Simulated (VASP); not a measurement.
# Ge (Fd-3m) in VASP: a series of runs

Aim: see how the results for Ge move with the level of theory and the settings. Levels: PBEsol, RPBE. Tasks: relaxation of cell and atoms.

All numbers are computed with VASP 6.6.1; they aren't measurements. Logs are shortened: lines on timing, memory, paths and dates and some standing lists are left out, and cuts for length are marked.

### Step 1. Starting point

It takes space group Fd-3m (No. 227, cubic). Conventional cell: a = 5.658 Å, b = 5.658 Å, c = 5.658 Å, α = 90.00°, β = 90.00°, γ = 90.00°. Around Ge (site symmetry -43m) lie 4 Ge at 2.45 Å.

### Step 2. Relaxation of cell and atoms, PBEsol

INCAR

```
SYSTEM = Ge
  ALGO = Fast
  EDIFF = 1E-7
  EDIFFG = -0.005
  ENCUT = 580
  GGA = PS
  IBRION = 2
  ISIF = 3
  ISMEAR = 0
  LASPH = .TRUE.
  LCHARG = .FALSE.
  LREAL = .FALSE.
  LWAVE = .FALSE.
  NELM = 80
  NSW = 90
  PREC = Accurate
  SIGMA = 0.1
```

KPOINTS

```
k-points
0
G
  14 14 14
  0 0 0
```

POSCAR

```
Ge
1.0
    0.0000000000      2.8287700000      2.8287700000
    2.8287700000      0.0000000000      2.8287700000
    2.8287700000      2.8287700000      0.0000000000
Ge
2
Direct
    0.5000000000      0.5000000000      0.5000000000
    0.7500000000      0.7500000000      0.7500000000
```

Potentials or basis: VASP PAW PBE potentials, release 64 (Ge).

Launch:

```
> cat potpaw_PBE.64/Ge/POTCAR > POTCAR
> mpirun -np 1 vasp_std > vasp.out
```

OUTCAR:

```text
SYSTEM = Ge
   EDIFF = 1E-7
   EDIFFG = -0.005
   ENCUT = 580
   GGA = PS
   IBRION = 2
   ISIF = 3
   ISMEAR = 0
   LASPH = .TRUE.
   LREAL = .FALSE.
   NELM = 80
   NSW = 90
   PREC = Accurate

 ion  position               nearest neighbor table
   1  0.500  0.500  0.500-   2 2.45   2 2.45   2 2.45   2 2.45
   2  0.750  0.750  0.750-   1 2.45   1 2.45   1 2.45   1 2.45

  LATTYP: Found a face centered cubic cell.
 ALAT       =     5.6575400000

  Lattice vectors:

 A1 = (   0.0000000000,   2.8287700000,   2.8287700000)
 A2 = (   2.8287700000,   0.0000000000,   2.8287700000)
 A3 = (   2.8287700000,   2.8287700000,   0.0000000000)

Analysis of symmetry for initial positions (statically):
=====================================================================
 Subroutine PRICEL returns:
 Original cell was already a primitive cell.

 Routine SETGRP: Setting up the symmetry group for a
 face centered cubic supercell.

 Subroutine GETGRP returns: Found 48 space group operations
 (whereof 24 operations were pure point group operations)
 out of a pool of 48 trial point group operations.

The static configuration has the point symmetry T_d .
 The point group associated with its full space group is O_h .

Analysis of symmetry for dynamics (positions and initial velocities):
=====================================================================
 Subroutine PRICEL returns:
 Original cell was already a primitive cell.

 Routine SETGRP: Setting up the symmetry group for a
 face centered cubic supercell.

 Subroutine GETGRP returns: Found 48 space group operations
 (whereof 24 operations were pure point group operations)
 out of a pool of 48 trial point group operations.

The dynamic configuration has the point symmetry T_d .
 The point group associated with its full space group is O_h .

 Subroutine INISYM returns: Found 48 space group operations
 (whereof 24 operations are pure point group operations),
 and found     1 'primitive' translations

----------------------------------------------------------------------------------------

                                     Primitive cell

  volume of cell :      45.2713

  direct lattice vectors                    reciprocal lattice vectors
     0.000000000  2.828770000  2.828770000    -0.176755268  0.176755268  0.176755268
     2.828770000  0.000000000  2.828770000     0.176755268 -0.176755268  0.176755268
     2.828770000  2.828770000  0.000000000     0.176755268  0.176755268 -0.176755268

  length of vectors
     4.000484899  4.000484899  4.000484899     0.306149105  0.306149105  0.306149105

  position of ions in fractional coordinates (direct lattice)
     0.500000000  0.500000000  0.500000000
     0.750000000  0.750000000  0.750000000

  ion indices of the primitive-cell ions
   primitive index   ion index
                 1           1
                 2           2

----------------------------------------------------------------------------------------

 KPOINTS: k-points

Automatic generation of k-mesh.
 Grid dimensions read from file:
 generate k-points for:   14   14   14

 Generating k-lattice:

  Cartesian coordinates                     Fractional coordinates (reciprocal lattice)
    -0.012625376  0.012625376  0.012625376     0.071428571  0.000000000  0.000000000
     0.012625376 -0.012625376  0.012625376     0.000000000  0.071428571  0.000000000
     0.012625376  0.012625376 -0.012625376     0.000000000  0.000000000  0.071428571

  Length of vectors
     0.021867793  0.021867793  0.021867793

  Shift w.r.t. Gamma in fractional coordinates (k-lattice)
     0.000000000  0.000000000  0.000000000

 Subroutine IBZKPT returns following result:
 ===========================================

 Found    104 irreducible k-points:

 Following reciprocal coordinates:
            Coordinates               Weight
  0.000000  0.000000  0.000000      1.000000
  0.071429  0.000000  0.000000      8.000000
  0.142857  0.000000  0.000000      8.000000
  0.214286  0.000000  0.000000      8.000000
  0.285714  0.000000  0.000000      8.000000
  0.357143  0.000000  0.000000      8.000000
[... 16 lines left out ...]
  0.214286  0.142857  0.000000     24.000000
  0.285714  0.142857  0.000000     24.000000
 [... further k-points ...]
   k-points           NKPTS =    104   k-points in BZ     NKDIM =    104   number of bands    NBANDS=      8
   number of dos      NEDOS =    301   number of ions     NIONS =      2
   total plane-waves  NPLWV =  32768
   dimension x,y,z NGX =    32 NGY =   32 NGZ =   32
   dimension x,y,z NGXF=    64 NGYF=   64 NGZF=   64
   ions per type =               2
   NGX,Y,Z   is equivalent  to a cutoff of  13.30, 13.30, 13.30 a.u.
   NGXF,Y,Z  is equivalent  to a cutoff of  26.60, 26.60, 26.60 a.u.
 SYSTEM =  Ge
   PREC   = accura    normal or accurate (medium, high low for compatibility)
   ISTART =      0    job   : 0-new  1-cont  2-samecut
   ICHARG =      2    charge: 1-file 2-atom 10-const
   ISPIN  =      1    spin polarized calculation?
   LNONCOLLINEAR =      F non collinear calculations
   LSORBIT =      F    spin-orbit coupling
   LASPH  =      T    aspherical Exc in radial PAW
   ENCUT  =  580.0 eV  42.63 Ry    6.53 a.u.   7.86  7.86  7.86*2*pi/ulx,y,z
   NELM   =     80;   NELMIN=  2; NELMDL= -5     # of ELM steps
   EDIFF  = 0.1E-06   stopping-criterion for ELM
   LREAL  =      F    real-space projection
   EDIFFG = -.5E-02   stopping-criterion for IOM
   NSW    =     90    number of steps for IOM
   IBRION =      2    ionic relax: 0-MD 1-quasi-New 2-CG
   NFREE  =      1    steps in history (QN), initial steepest desc. (CG)
   ISIF   =      3    stress and relaxation
   ISYM   =      2    0-nonsym 1-usesym 2-fastsym
   POTIM  = 0.5000    time-step for ionic-motion
   TEBEG  =    0.0;   TEEND  =   0.0 temperature during run
   PSTRESS=    0.0 pullay stress
   NELECT =       8.0000    total number of electrons
   NUPDOWN=      -1.0000    fix difference up-down
   EMIN   =  10.00;   EMAX   =-10.00  energy-range for DOS
   EFERMI =   0.00;   METHOD = LEGACY
   ISMEAR =     0;   SIGMA  =   0.10  broadening in eV -4-tet -1-fermi 0-gaus
   EFERMI_NEDOS =   21; number of points for ismear=-14 and -15
   IALGO  =     68    algorithm
   IMIX   =      4    mixing-type and parameters
     AMIX     =   0.40;   BMIX     =  1.00
     AMIX_MAG =   1.60;   BMIX_MAG =  1.00
  volume/ion in A,a.u.               =      22.64       152.75
  Fermi-wavevector in a.u.,A,eV,Ry     =   0.918679  1.736052 11.482928  0.843971
  Thomas-Fermi vector in A             =   2.043788
   LORBIT       =      0    0 simple, 1 ext, 2 COOP (PROOUT), +10 PAW based schemes
   GGA     = PS    functional components
   LHFCALC =     F    Hartree Fock is set to
   AEXX    =    0.0000 exact exchange contribution
   IVDW    =     0    specifies the selected vdW correction
   LEPSILON=     F    determine dielectric tensor
   LRPA    =     F    only Hartree local field effects (RPA)
 conjugate gradient relaxation of ions
 non-spin polarized calculation
 RMM-DIIS sequential band-by-band and
 Gauss-broadening in eV      SIGMA  =   0.10
  energy-cutoff  :      580.00
  volume of cell :       45.27
 maximum number of plane-waves:      1459
   NGX = 15   NGY = 15   NGZ = 15

--------------------------------------- Ionic step        1  -------------------------------------------

 number of electron       8.0000000 magnetization

 Free energy of the ion-electron system (eV)
  ---------------------------------------------------
  ext. energy  EPLUGINS =         0.00000000
  ---------------------------------------------------
  free energy    TOTEN  =        -9.79203703 eV

  energy without entropy =       -9.79185865  energy(sigma->0) =       -9.79194784

------------------------ aborting loop because EDIFF is reached ----------------------------------------

  FORCE on cell =-STRESS in cart. coord.  units (eV):
  Direction    XX          YY          ZZ          XY          YZ          ZX
  --------------------------------------------------------------------------------------
  -------------------------------------------------------------------------------------
  Total        0.4655786      0.4655786      0.4655786      0.0000000     -0.0000000     -0.0000000
  in kB       16.4770972     16.4770972     16.4770972      0.0000000     -0.0000000     -0.0000000
  external PRESSURE =      16.4770972 kB  Pullay stress =       0.0000000 kB

 VOLUME and BASIS-vectors are now :
 -----------------------------------------------------------------------------
  energy-cutoff  :      580.00
  volume of cell :       45.27
      direct lattice vectors                 reciprocal lattice vectors
     0.000000000  2.828770000  2.828770000    -0.176755268  0.176755268  0.176755268
     2.828770000  0.000000000  2.828770000     0.176755268 -0.176755268  0.176755268
     2.828770000  2.828770000  0.000000000     0.176755268  0.176755268 -0.176755268
[... 37 lines left out ...]
 POSITION                                       TOTAL-FORCE (eV/Angst)
 -----------------------------------------------------------------------------------
      2.86054      2.86054      2.86054        -0.000000      0.000000      0.000000
      4.29081      4.29081      4.29081         0.000000     -0.000000     -0.000000
 -----------------------------------------------------------------------------------
    total drift:                               -0.000000     -0.000000     -0.000000

  FREE ENERGIE OF THE ION-ELECTRON SYSTEM (eV)
  ---------------------------------------------------
  free  energy   TOTEN  =        -9.7963804430 eV

  energy  without entropy=       -9.7959883866  energy(sigma->0) =       -9.79618441

--------------------------------------- Ionic step        3  -------------------------------------------

 number of electron       8.0000000 magnetization

 Free energy of the ion-electron system (eV)
  ---------------------------------------------------
  ext. energy  EPLUGINS =         0.00000000
  ---------------------------------------------------
  free energy    TOTEN  =        -9.79739253 eV

  energy without entropy =       -9.79708241  energy(sigma->0) =       -9.79723747

 E-fermi :   3.4490     XC(G=0):  -9.1902

 val. band max:        3.4454410180   @ k =   0.0000   0.0000   0.0000
 cond. band min:       3.5042603892   @ k =   0.5000   0.0000   0.0000
 fundamental gap:      0.0588193711
 Fermi energy:         3.4490496719

 k-point     1 :       0.0000    0.0000    0.0000
  band No.  band energies     occupation
      1      -9.1795      2.00000
      2       3.2648      1.99083
      3       3.4454      1.04070
      4       3.4454      1.04070
      5       3.4454      1.04070
      6       5.9537      0.00000
      7       5.9537      0.00000
      8       5.9537      0.00000

 k-point     2 :       0.0714    0.0000    0.0000
  band No.  band energies     occupation
      1      -9.1185      2.00000
      2       2.0729      2.00000
      3       3.3216      1.92842
      4       3.3216      1.92842
      5       4.2162      0.00000
      6       6.1182      0.00000
      7       6.1182      0.00000
      8       6.2099      0.00000
[... 221 lines left out ...]
 k-point    23 :       0.2143    0.1429    0.0000
  band No.  band energies     occupation
      1      -8.6340      2.00000
      2      -0.2120      2.00000
      3       2.0435      2.00000
      4       2.0806      2.00000
      5       5.1162      0.00000
      6       5.9707      0.00000
      7       7.9072      0.00000
      8       7.9948      0.00000

 k-point    24 :       0.2857    0.1429    0.0000
  band No.  band energies     occupation
      1      -8.3027      2.00000
      2      -1.2840      2.00000
      3       1.6142      2.00000
      4       1.8217      2.00000
      5       5.2209      0.00000
      6       6.1642      0.00000
      7       8.2475      0.00000
      8       8.2633      0.00000

 [... further k-points ...]
[... 5 lines left out ...]
  --------------------------------------------------------------------------------------
  -------------------------------------------------------------------------------------
  Total        0.0010050      0.0010050      0.0010050      0.0000000      0.0000000      0.0000000
  in kB        0.0347496      0.0347496      0.0347496      0.0000000      0.0000000      0.0000000
  external PRESSURE =       0.0347496 kB  Pullay stress =       0.0000000 kB

 VOLUME and BASIS-vectors are now :
 -----------------------------------------------------------------------------
  energy-cutoff  :      580.00
  volume of cell :       46.34
      direct lattice vectors                 reciprocal lattice vectors
     0.000000000  2.850767661  2.850767661    -0.175391354  0.175391354  0.175391354
     2.850767661 -0.000000000  2.850767661     0.175391354 -0.175391354  0.175391354
     2.850767661  2.850767661  0.000000000     0.175391354  0.175391354 -0.175391354

 POSITION                                       TOTAL-FORCE (eV/Angst)
 -----------------------------------------------------------------------------------
      2.85077      2.85077      2.85077         0.000000     -0.000000     -0.000000
      4.27615      4.27615      4.27615        -0.000000      0.000000      0.000000
 -----------------------------------------------------------------------------------
    total drift:                               -0.000000     -0.000000     -0.000000

  FREE ENERGIE OF THE ION-ELECTRON SYSTEM (eV)
  ---------------------------------------------------
  free  energy   TOTEN  =        -9.7973925316 eV

  energy  without entropy=       -9.7970824148  energy(sigma->0) =       -9.79723747

 reached required accuracy - stopping structural energy minimisation
```

Wall time 58 s (1 thread of Intel Xeon Platinum 8259CL at 2.50GHz (Skylake/Cascade Lake), shared host); peak memory 0.21 GiB.

What came out:

| Quantity | Value |
| --- | --- |
| Free energy | -9.7974 eV |
| Relaxed volume | 23.17 Å³/atom |
| Relaxed cell | a = 4.032 Å, b = 4.032 Å, c = 4.032 Å, α = 60.00°, β = 60.00°, γ = 60.00° |
| Space group after relaxing (to 0.05 Å) | Fd-3m (No. 227) |
| Energy gained by relaxing | 2.7 meV/atom |
| Ionic steps | 3 |
| Pressure after relaxing | 0.0 GPa |
| Band gap on the k mesh | none (metal or under the smearing width) |

The path:
```tsv
step	energy change (eV)	largest force (eV/Å)	pressure (GPa)	volume (Å³)
1	0.0000	0.0000	1.65	45.27
2	-0.0043	0.0000	-0.67	46.81
3	-0.0054	0.0000	0.00	46.34
```

Final structure:
```cif
data_structure
_symmetry_space_group_name_H-M 'P 1'
_symmetry_Int_Tables_number 1
_cell_length_a 4.0316
_cell_length_b 4.0316
_cell_length_c 4.0316
_cell_angle_alpha 60.000
_cell_angle_beta 60.000
_cell_angle_gamma 60.000
_cell_volume 46.34
loop_
_atom_site_label
_atom_site_type_symbol
_atom_site_fract_x
_atom_site_fract_y
_atom_site_fract_z
_atom_site_occupancy
Ge1 Ge 0.50000 0.50000 0.50000 1
Ge2 Ge 0.75000 0.75000 0.75000 1
```

Caveat: the PAW data sets were made with another functional, which shifts forces and pressure a little; this crystal is a semiconductor, whose small gap the functional closes, so the metal is an error of the method. Zero-point motion and thermal expansion aren't in these numbers.

(Continued in part 2 of 2.)
